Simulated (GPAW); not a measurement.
# CuO (Pm-3m) in GPAW: further runs, part 2 of 2

GPAW 26.7.0. The steps go on from the part before.

**4. Equation of state, rSCAN**

Contents of run.py:

```python
from ase.eos import EquationOfState
from ase.io import Trajectory, read
from ase.units import GPa
from gpaw import GPAW, PW

atoms = read('CuO.cif')

traj = Trajectory('eos.traj', 'w')
volumes, energies = [], []
for x in [0.94, 0.96, 0.98, 1.0, 1.02, 1.04, 1.06]:
    a = atoms.copy()
    a.set_cell(atoms.cell * x**(1 / 3), scale_atoms=True)
    calc = GPAW(mode=PW(800),
                xc='MGGA_X_RSCAN+MGGA_C_RSCAN',
                kpts={'size': (8, 8, 8), 'gamma': True},
                occupations={'name': 'fermi-dirac', 'width': 0.05},
                nbands=19,
                convergence={'density': 1e-05, 'energy': 1e-05},
                maxiter=150,
                txt=f'eos-{x:.2f}.txt')
    a.calc = calc
    energies.append(a.get_potential_energy(force_consistent=True))
    volumes.append(a.get_volume())
    p = -a.get_stress()[:3].mean() / GPa
    calc.write(f'eos-{x:.2f}.gpw')
    traj.write(a)
    print(f'{x:.2f} {volumes[-1]:10.4f} A^3 {energies[-1]:14.6f} eV {p:9.3f} GPa', flush=True)

v0, e0, B = EquationOfState(volumes, energies, eos='birchmurnaghan').fit()
print(f'V0 = {v0:.4f} A^3, E0 = {e0:.6f} eV, B0 = {B / GPa:.2f} GPa')
```

Contents of CuO.cif:

```cif
data_CuO
_cell_length_a 2.55255061
_cell_length_b 2.55255061
_cell_length_c 2.55255061
_cell_angle_alpha 90.00000000
_cell_angle_beta 90.00000000
_cell_angle_gamma 90.00000000
_space_group_name_H-M_alt 'Pm-3m'
_space_group_name_Hall '-P 4 2 3'
_space_group_IT_number 221
loop_
_space_group_symop_operation_xyz
'x,y,z'
'-x,-y,-z'
'-y,x,z'
'y,-x,-z'
'-x,-y,z'
'x,y,-z'
'y,-x,z'
'-y,x,-z'
'x,-y,-z'
'-x,y,z'
'-y,-x,-z'
'y,x,z'
'-x,y,-z'
'x,-y,z'
'y,x,-z'
'-y,-x,z'
'z,x,y'
'-z,-x,-y'
'z,-y,x'
'-z,y,-x'
'z,-x,-y'
'-z,x,y'
'z,y,-x'
'-z,-y,x'
'-z,x,-y'
'z,-x,y'
'-z,-y,-x'
'z,y,x'
'-z,-x,y'
'z,x,-y'
'-z,y,x'
'z,-y,-x'
'y,z,x'
'-y,-z,-x'
'x,z,-y'
'-x,-z,y'
'-y,z,-x'
'y,-z,x'
'-x,z,y'
'x,-z,-y'
'-y,-z,x'
'y,z,-x'
'-x,-z,-y'
'x,z,y'
'y,-z,-x'
'-y,z,x'
'x,-z,y'
'-x,z,-y'
loop_
_atom_site_label
_atom_site_type_symbol
_atom_site_symmetry_multiplicity
_atom_site_Wyckoff_symbol
_atom_site_fract_x
_atom_site_fract_y
_atom_site_fract_z
_atom_site_occupancy
Cu1 Cu 1 a 0.0000000000 0.0000000000 0.0000000000 1
O1 O 1 b 0.5000000000 0.5000000000 0.5000000000 1
```

Potentials or basis: GPAW PAW data sets (gpaw-data 1.2.1), pw.

Launch:

```console
OMP_NUM_THREADS=1 python run.py
```

What it wrote:

```text
__  _  _
 | _ |_)|_||  |
 |__||  | ||/\| - 26.7.0

Input parameters:
  mode=PW(ecut=800.0),
  convergence={'density': 1e-05, 'energy': 1e-05},
  kpts=MonkhorstPack(size=(8, 8, 8), gamma=True),
  maxiter=150,
  nbands=19,
  occupations=Occupations(name='fermi-dirac', width=0.05),
  xc=XC(name='MGGA_X_RSCAN+MGGA_C_RSCAN')

Diagonalizing LCAO Hamiltonian
Converting LCAO to pw mode
   .-----.
  /|     |
 * | O   |
 | .-----.
 |/     /
 Cu----*

Atoms  # Å, Bohr magnetons
|   | symbol |        x |        y |        z |    initial magnetic moments |
|---|--------|----------|----------|----------|-----------------------------|
| 0 |     Cu | 0.000000 | 0.000000 | 0.000000 | ( 0.0000,  0.0000,  0.0000) |
| 1 |      O | 1.250222 | 1.250222 | 1.250222 | ( 0.0000,  0.0000,  0.0000) |

Unit cell  # Å
| periodic |        x |        y |        z |  lengths |    angles |
|----------|----------|----------|----------|----------|-----------|
|      yes | 2.500443 | 0.000000 | 0.000000 | 2.500443 | 90.000000 |
|      yes | 0.000000 | 2.500443 | 0.000000 | 2.500443 | 90.000000 |
|      yes | 0.000000 | 0.000000 | 2.500443 | 2.500443 | 90.000000 |

Number of symmetries: 48
Symmetry operations  # r_c * U_cc + t_c -> r_c
|    | kind |            matrix            |
|----|------|------------------------------|
|  0 |  E   |  1, 0, 0,  0, 1, 0,  0, 0, 1 |
|  1 |  σ   |  1, 0, 0,  0, 1, 0,  0, 0,-1 |
|  2 |  σ   |  1, 0, 0,  0, 0, 1,  0, 1, 0 |
|  3 |  C4  |  1, 0, 0,  0, 0, 1,  0,-1, 0 |
|  4 |  C4  |  1, 0, 0,  0, 0,-1,  0, 1, 0 |
|  5 |  σ   |  1, 0, 0,  0, 0,-1,  0,-1, 0 |
|  6 |  σ   |  1, 0, 0,  0,-1, 0,  0, 0, 1 |
|  7 |  C2  |  1, 0, 0,  0,-1, 0,  0, 0,-1 |
[... 165 lines left out ...]

convergence criteria:
- Maximum integral of absolute [dens]ity change: 1e-05 electrons / valence electron
- Maximum [total energy] change in last 3 cyles: 1e-05 eV / valence electron
- Maximum integral of absolute [eigenst]ate change: 4e-08 eV^2 / valence electron
maximum number of iterations: 150

SCF iterations
|iter     | |      energy | eigst |  dens |
|---------|-|-------------|-------|-------|
|iter:   1| |  -33.282375 | -0.01 |       |
|iter:   2| |  -25.220169 | -1.32 | -0.89 |
|iter:   3| |  -24.095566 | -2.09 | -1.01 |
|iter:   4| |  -23.967418 | -2.44 | -1.34 |
|iter:   5| |  -23.973818 | -3.48 | -1.68 |
|iter:   6| |  -23.972809 | -3.05 | -1.82 |
|iter:   7| |  -23.973447 | -4.30 | -2.55 |
|iter:   8| |  -23.973491 | -5.96 | -3.22 |
|iter:   9| |  -23.973507c| -6.21 | -3.45 |
|iter:  10| |  -23.973508c| -7.74c| -3.97 |
|iter:  11| |  -23.973510c| -7.73c| -4.27 |
|iter:  12| |  -23.973510c| -8.43c| -5.42c|

Converged in 12 steps
Energy contributions relative to reference atoms: (reference = -47062.304142)

Energy contributions:
  Kinetic:          25.201704
  Coulomb:         -22.379352
  Zero:              0.204968
  External:          0.000000
  Xc:              -26.991853
  Entropy:          -0.017955
  Spinorbit:         0.000000
  ----------------------------
  Free energy:     -23.982487
  Extrapolated:    -23.973510

dipole moment: (-5.312670, -5.312670, -5.312670)  # |e|*Ang

Fermi level: 9.368
Eigenvalues  # (at kpt = [0.000, 0.000, 0.000])
| band index |      eig [eV] | occ [0-2] |
|------------|---------------|-----------|
|          0 |       -12.419 |     2.000 |
|          1 |         5.268 |     2.000 |
|          2 |         5.268 |     2.000 |
|          3 |         6.915 |     2.000 |
|          4 |         6.915 |     2.000 |
|          5 |         6.915 |     2.000 |
[... 9 lines left out ...]
|         15 |        46.370 |     0.000 |
|         16 |        46.504 |     0.000 |
|        ... |               |           |
|         18 |        46.508 |     0.000 |

No gap
No difference between direct/indirect transitions

Stress tensor  # eV/Ang^3
|         x |         y |         z |
|-----------|-----------|-----------|
| -0.199108 |  0.000000 |  0.000000 |
|  0.000000 | -0.199108 |  0.000000 |
|  0.000000 |  0.000000 | -0.199108 |

# Writing to eos-0.94.gpw (mode='')
```

stdout:

```text
0.94    15.6333 A^3     -23.982487 eV    31.901 GPa
0.96    15.9659 A^3     -24.043745 eV    24.940 GPa
0.98    16.2986 A^3     -24.091009 eV    18.694 GPa
1.00    16.6312 A^3     -24.125997 eV    13.097 GPa
1.02    16.9638 A^3     -24.150017 eV     8.084 GPa
1.04    17.2964 A^3     -24.164229 eV     3.592 GPa
1.06    17.6291 A^3     -24.169211 eV    -0.452 GPa
<dir> UserWarning: The minimum volume of your fit is not in your volumes.  You may not have a minimum in your dataset!
  warnings.warn(
V0 = 17.6714 A^3, E0 = -24.169326 eV, B0 = 201.73 GPa
```

It took 3.9 min on 1 thread of Arm Neoverse V2, shared host; peak memory 0.65 GiB.

What came out:

```
Equilibrium volume : 8.84 Å³/atom (rough: see the caveat)
Bulk modulus       : 202 GPa (rough)
```

Energy against volume, from the lowest point:
| volume (Å³/atom) | energy (meV/atom) |
| --- | --- |
| 7.817 | 93.36 |
| 7.983 | 62.73 |
| 8.149 | 39.10 |
| 8.316 | 21.61 |
| 8.482 | 9.60 |
| 8.648 | 2.49 |
| 8.815 | 0.00 |

Caveat: with this Cu data set, volumes or pressures lay over 1.5 % or 2 GPa off other programs in two to four cells of ten; the minimum lies outside the volumes run; the PAW data sets were made with another functional, which shifts forces and pressure a little; the run has no spin polarisation, though such a crystal can be magnetic.
